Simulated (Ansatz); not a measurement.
## Eigenvalues along a path: Mo (simple hexagonal type)

```
CELL_PARAMETERS angstrom
2.77211 0.00000 0.00000
-1.38605 2.40071 0.00000
0.00000 0.00000 2.52412
ATOMIC_POSITIONS crystal
Mo 0.00000 0.00000 0.00000
```

The cell comes from a relaxation on PAW files under the same functional, begun from a prototype that needn't be the stable phase.

Level of theory: DFT with PBE, scalar-relativistic, in Ansatz 0.2.0; a Γ-centred 18×18×16 k mesh, Fermi–Dirac smearing of 0.08 eV, no spin polarisation. LAPW: all electrons, basis error target 1 meV/atom.

Path points, in fractions of the reciprocal vectors: Γ (0.000, 0.000, 0.000), M (0.500, 0.000, 0.000), K (0.333, 0.333, 0.000), A (0.000, 0.000, 0.500), L (0.500, 0.000, 0.500), H (0.333, 0.333, 0.500). Levels in eV from the Fermi level; bands 13 to 17, counted from the lowest band of the run. The gap is zero, the pressure 0.00 GPa.

```
# k(1/Å) point b13 b14 b15 b16 b17
0.000 Γ -6.67 -4.27 -0.87 -0.87 4.15
0.187 - -6.48 -4.19 -1.06 -0.70 3.97
0.374 - -5.95 -3.98 -1.49 -0.18 3.48
0.561 - -5.26 -3.71 -1.81 0.63 2.86
0.748 - -4.68 -3.63 -1.47 1.67 2.26
0.935 - -4.55 -3.53 -0.51 1.77 2.80
1.122 - -4.68 -3.32 0.49 1.46 3.58
1.309 M -4.75 -3.23 0.93 1.35 3.55
1.417 - -4.67 -3.22 0.78 1.37 3.50
1.524 - -4.43 -3.19 0.39 1.42 3.37
1.632 - -4.05 -3.15 -0.11 1.51 3.16
1.740 - -3.57 -3.10 -0.64 1.63 2.90
1.848 - -3.13 -2.96 -1.15 1.78 2.64
1.956 - -3.06 -2.46 -1.62 1.96 2.38
2.064 K -3.04 -2.02 -2.02 2.15 2.15
2.280 - -3.12 -2.61 -1.68 1.86 2.58
2.496 - -3.41 -2.85 -2.08 1.84 3.02
2.712 - -3.98 -2.78 -2.74 2.12 2.97
2.928 - -4.83 -3.41 -2.32 1.32 2.65
3.143 - -5.73 -3.87 -1.70 0.09 3.31
3.359 - -6.42 -4.17 -1.12 -0.64 3.91
3.575 Γ -6.67 -4.27 -0.87 -0.87 4.15
3.753 - -6.51 -4.06 -0.83 -0.83 3.91
3.931 - -6.09 -3.41 -0.72 -0.72 3.29
4.109 - -5.52 -2.40 -0.54 -0.54 2.50
4.286 - -4.87 -1.24 -0.34 -0.34 1.73
4.464 - -4.21 -0.29 -0.16 -0.16 1.10
4.642 - -3.68 -0.02 -0.02 0.16 0.70
4.820 A -3.46 0.03 0.03 0.25 0.56
5.007 - -3.24 -0.95 -0.10 0.20 0.49
5.194 - -2.67 -2.16 -0.37 0.31 0.69
5.381 - -3.21 -2.21 -0.21 0.06 1.45
5.568 - -4.07 -2.38 -0.20 0.97 2.42
5.755 - -4.70 -2.74 -0.43 2.70 3.43
5.941 - -5.09 -3.00 -0.58 4.24 4.61
6.128 L -5.22 -3.09 -0.63 4.57 6.05
6.236 - -5.19 -3.01 -0.78 4.21 6.02
6.344 - -5.09 -2.75 -1.16 3.48 5.94
6.452 - -4.94 -2.34 -1.69 2.69 5.82
6.560 - -4.73 -2.27 -1.80 1.92 5.66
6.668 - -4.46 -2.83 -1.18 1.21 5.49
6.776 - -4.13 -3.34 -0.54 0.58 5.35
6.884 H -3.77 -3.77 0.03 0.03 5.29
7.100 - -4.35 -2.92 -0.79 0.59 5.55
7.316 - -4.51 -2.00 -1.22 0.28 5.55
7.532 - -4.23 -1.28 -1.11 -0.49 4.13
7.747 - -3.54 -1.43 -1.03 -0.36 2.33
7.963 - -2.48 -2.40 -0.58 0.17 1.00
8.179 - -3.17 -1.15 -0.15 0.26 0.47
8.395 A -3.46 0.03 0.03 0.25 0.56
```
